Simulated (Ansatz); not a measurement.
# Molecular dynamics of Al₃₂As

The input (input.yaml):

```yaml
crystal:
  lattice:
    - [8.1, 0.0, 0.0]
    - [0.0, 8.1, 0.0]
    - [0.0, 0.0, 8.1]
  atoms:
    - { symbol: Al, position: [0.47903378, 0.01248073, -0.01087602] }
    - { symbol: Al, position: [0.72717451, 0.25486901, -0.00840631] }
    - { symbol: Al, position: [0.73151131, 0.01152287, 0.2675431] }
    - { symbol: Al, position: [-0.03475199, 0.04635186, 0.06225167] }
    - { symbol: Al, position: [0.25179083, 0.26885555, 0.03304814] }
    - { symbol: Al, position: [0.51563273, 0.49438819, 0.08379954] }
    - { symbol: Al, position: [0.7393587, 0.78037481, 0.0159147] }
    - { symbol: Al, position: [0.24183821, -0.008112, 0.21298724] }
    - { symbol: Al, position: [0.48666807, 0.24319952, 0.27221551] }
    - { symbol: Al, position: [0.75712705, 0.57081307, 0.29259318] }
    - { symbol: Al, position: [0.44112097, -0.01126377, 0.49252033] }
    - { symbol: Al, position: [0.77709677, 0.24789243, 0.54377828] }
    - { symbol: Al, position: [0.74844587, -0.00848782, 0.76130045] }
    - { symbol: Al, position: [-0.03418501, 0.43656909, 0.03615489] }
    - { symbol: Al, position: [0.29465309, 0.7207759, 0.03977824] }
    - { symbol: Al, position: [0.03469083, 0.27619622, 0.27740272] }
    - { symbol: Al, position: [0.26481411, 0.50001676, 0.28814245] }
    - { symbol: Al, position: [0.51179975, 0.73222589, 0.26318164] }
    - { symbol: Al, position: [0.04151217, 0.03056481, 0.49593817] }
    - { symbol: Al, position: [0.2732528, 0.24570521, 0.55097094] }
    - { symbol: Al, position: [0.50474001, 0.49193531, 0.49294103] }
    - { symbol: Al, position: [0.66046311, 0.75122144, 0.57744245] }
    - { symbol: Al, position: [0.27324015, 0.00129653, 0.74843639] }
    - { symbol: Al, position: [0.47915179, 0.31306576, 0.78284971] }
    - { symbol: Al, position: [0.78448443, 0.50531053, 0.7355407] }
    - { symbol: Al, position: [0.0298478, 0.74575638, 0.2429442] }
    - { symbol: Al, position: [0.042636, 0.45441002, 0.52688018] }
    - { symbol: Al, position: [0.27284162, 0.73256805, 0.50713057] }
    - { symbol: Al, position: [0.00130296, 0.23022413, 0.77869878] }
    - { symbol: Al, position: [0.24990393, 0.49637843, 0.77127327] }
    - { symbol: Al, position: [0.46495355, 0.75212039, 0.78286203] }
    - { symbol: Al, position: [-0.04758688, 0.73847119, 0.54573996] }
    - { symbol: As, position: [0.0138422, 0.72715111, -0.16426699] }
basis:
  ecutwfc: 420.0
kpoints:
  mp_grid: { grid: [2, 2, 2] }
hamiltonian:
  xc: pbe
  dispersion: d3bj
  pseudopotentials: { kind: paw, azcp: { folder: soft_1 } }
scf:
  occupations: { method: fermi_dirac, width: 0.05 }
  lower_state_search: "off"
md:
  timestep: 3.0
  n_steps: 170
  ensemble: nve
  temperature: 2100.0
  initial_velocities: maxwell_boltzmann
  seed: 533005
```

Command:

```bash
$ ansatz run input.yaml --threads 2 --pin off --max-ram 5120MiB --backend cpu --events-out ev --progress --plain --runs-dir out
```

It goes on from the last frame of an earlier run, with new velocities.

Output, in part (step lines):

```
md step     0: t =     0.00 fs  T =  2100.0 K  F+E_penalty+E_count = -22060.28942094 eV  E_kin = 8.686272 eV  conserved = -22051.60314901 eV  (9 SCF iters)
[... lines left out ...]
```

The steps, from the saved trajectory:

```csv
time (fs),T (K),potential energy less start (eV),conserved less start (meV/atom)
0,2100,0.000,0.00
15,1900,0.828,0.05
30,1755,1.436,0.22
45,1848,1.039,-0.04
60,1676,1.755,0.05
75,1627,1.964,0.28
90,1911,0.779,-0.04
105,1856,1.005,-0.08
120,1500,2.493,0.35
135,1693,1.679,-0.11
150,1614,2.012,0.07
165,1535,2.346,0.23
180,1812,1.190,-0.08
195,1900,0.832,0.12
210,2029,0.296,0.04
225,2055,0.185,0.01
240,1938,0.672,0.02
255,1721,1.580,0.38
270,1980,0.494,-0.06
285,1945,0.635,-0.18
300,1352,3.110,0.54
315,1626,1.957,-0.13
330,1622,1.980,0.11
345,1631,1.944,0.14
360,1710,1.615,0.10
375,1709,1.627,0.26
390,1834,1.097,-0.10
405,1521,2.408,0.36
420,1613,2.016,-0.01
435,1653,1.858,0.30
450,1897,0.838,-0.10
465,1877,0.927,0.11
480,1986,0.473,0.09
495,1859,0.994,-0.15
510,1515,2.435,0.51
```

All steps were run. The conserved energy stayed within 0.61 meV per atom of its start (net change 0.51 meV per atom), so the integration is sound. A run of 0.51 ps of so small a system gives no equilibrium averages. Limits of this set-up: coarse k mesh, odd electron count without spin, a small cell, in which the defect meets its images.

Mean squared displacements from the first frame to the last, about the centre of mass: Al 0.33 Å², As 2.63 Å².

Last frame:

```xyz
33
Lattice="8.1000 0.0000 0.0000 0.0000 8.1000 0.0000 0.0000 0.0000 8.1000" Properties=species:S:1:pos:R:3
Al 4.071 0.231 0.032
Al 5.971 2.446 -0.145
Al 5.825 0.289 2.011
Al -0.240 0.279 -0.159
Al 2.289 1.677 -0.239
Al 3.529 3.922 -0.043
Al 5.479 6.027 0.231
Al 2.051 0.129 1.856
Al 3.816 1.979 2.025
Al 6.545 4.087 2.309
Al 4.077 0.062 3.673
Al 6.540 1.911 4.195
Al 6.329 -0.134 6.314
Al 0.071 3.510 0.148
Al 1.989 6.479 0.135
Al -0.080 1.914 1.744
Al 2.219 4.279 2.101
Al 4.257 6.058 2.180
Al 0.078 -0.010 4.012
Al 2.161 2.286 4.109
Al 4.517 3.680 3.890
Al 5.511 6.116 4.416
Al 1.962 -0.030 5.654
Al 4.317 1.853 6.176
Al 6.392 3.909 6.105
Al -0.427 6.179 2.760
Al 0.489 4.032 3.698
Al 2.169 6.211 3.800
Al 0.096 1.857 6.096
Al 2.369 3.955 5.894
Al 3.669 6.243 6.001
Al -0.179 6.130 5.566
As -0.230 5.929 0.256
```

The run took 29 min on 2 threads of Intel(R) Xeon(R) Platinum 8259CL CPU @ 2.50GHz (Skylake/Cascade Lake), with other jobs on the host, peak memory 1.3 GiB.
